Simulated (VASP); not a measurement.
A calculation with VASP 6.6.1 of Nd (native input, structure from a POSCAR):

INCAR

```
SYSTEM = Nd
ALGO     = Normal         ! electronic algorithm
EDIFF    = 1E-6           ! SCF threshold, eV
ENCUT    = 520            ! plane-wave cutoff, eV
GGA      = RP             ! functional
ISIF     = 2              ! what is computed and relaxed
ISMEAR   = 0              ! smearing method
ISPIN    = 2              ! spin polarisation
LASPH    = .True.         ! aspherical terms in the spheres
LCHARG   = .False.        ! write CHGCAR
LMAXMIX  = 6              ! l up to which the mixer works
LORBIT   = 11             ! projections on sites
LREAL    = .False.        ! projectors in reciprocal space
LWAVE    = .False.        ! write WAVECAR
MAGMOM   = 3 3            ! initial moments
NELM     = 150            ! most SCF steps
PREC     = Accurate       ! precision mode
SIGMA    = 0.05           ! smearing width, eV
```

File KPOINTS:

```
k-points
0
Gamma
  8 8 5
  0 0 0
```

The input POSCAR:

```
Nd
3.657
    1.000000000000      0.000000000000      0.000000000000
   -0.500000000000      0.866025403774      0.000000000000
    0.000000000000      0.000000000000      1.613891167624
Nd
2
Direct
    0.6666666667      0.3333333333      0.7500000000
    0.3333333333      0.6666666667      0.2500000000
```

Potentials or basis: VASP PAW PBE potentials, release 64 (Nd_3), 4f in core.

The run is started by

```sh
$ cat potpaw_PBE.64/Nd_3/POTCAR > POTCAR
$ mpirun -np 1 vasp_std > vasp.out
```

This isn't the form of Nd at room conditions, which is double hcp.

Question: Write the same calculation in another form: ASE script, structure typed inline.

Answer: As run:

The input run.py:

```python
from ase import Atoms
from ase.calculators.vasp import Vasp
from ase.dft.bandgap import bandgap

atoms = Atoms(
    ['Nd', 'Nd'],
    cell=[[3.657, 0.0, 0.0], [-1.8285, 3.1670549016, 0.0], [0.0, 0.0, 5.902]],
    scaled_positions=[[0.6666666667, 0.3333333333, 0.75], [0.3333333333, 0.6666666667, 0.25]],
    pbc=True,
)
atoms.set_initial_magnetic_moments([3.0, 3.0])
calc = Vasp(
    directory='calc',
    xc='rpbe',
    pp='PBE',
    setups='materialsproject',
    prec='Accurate',
    encut=520,
    ediff=1e-06,
    ismear=0,
    sigma=0.05,
    lreal=False,
    lasph=True,
    nelm=150,
    algo='Normal',
    isif=2,
    lwave=False,
    lcharg=False,
    ispin=2,
    lorbit=11,
    lmaxmix=6,
    kpts=[8, 8, 5],
    gamma=True,
    nbands=22,
)
atoms.calc = calc

print('energy (eV):', atoms.get_potential_energy())
print('free energy (eV):', atoms.get_potential_energy(force_consistent=True))
print('forces (eV/A):')
print(atoms.get_forces())
print('stress (eV/A^3, Voigt):', atoms.get_stress())
print('Fermi level (eV):', calc.get_fermi_level())
print('moment (muB):', atoms.get_magnetic_moment())
print('site moments (muB):', atoms.get_magnetic_moments())
gap, top, bottom = bandgap(calc)
print('band gap (eV):', gap, 'from (spin, k, band)', top, 'to', bottom)
```

Potentials or basis: VASP PAW PBE potentials, release 64 (Nd_3), 4f in core.

Launch:

```bash
$ python run.py
```

Both were run:

|  | native input, structure from a POSCAR | ASE script, structure typed inline |
| --- | --- | --- |
| Pressure | 3.2 GPa | 3.2 GPa |
| Band gap on the k mesh | none (metal or under the smearing width) | none (metal or under the smearing width) |
| Net moment | 0.00 μB per cell | 0.00 μB per cell |
| Valence electrons inside the program's atomic spheres | Nd 8.91 | Nd 8.91 |

Keys that steer only the numerical path or the files written may differ.

Caveat: the magnetic or orbital state may not be the lowest; the PAW data sets were made with another functional, which shifts forces and pressure a little; spin-orbit coupling is left out, which moves the levels of the heavy elements; the 4f electrons are frozen in the core as for a trivalent ion, so they carry no moment and show no levels.
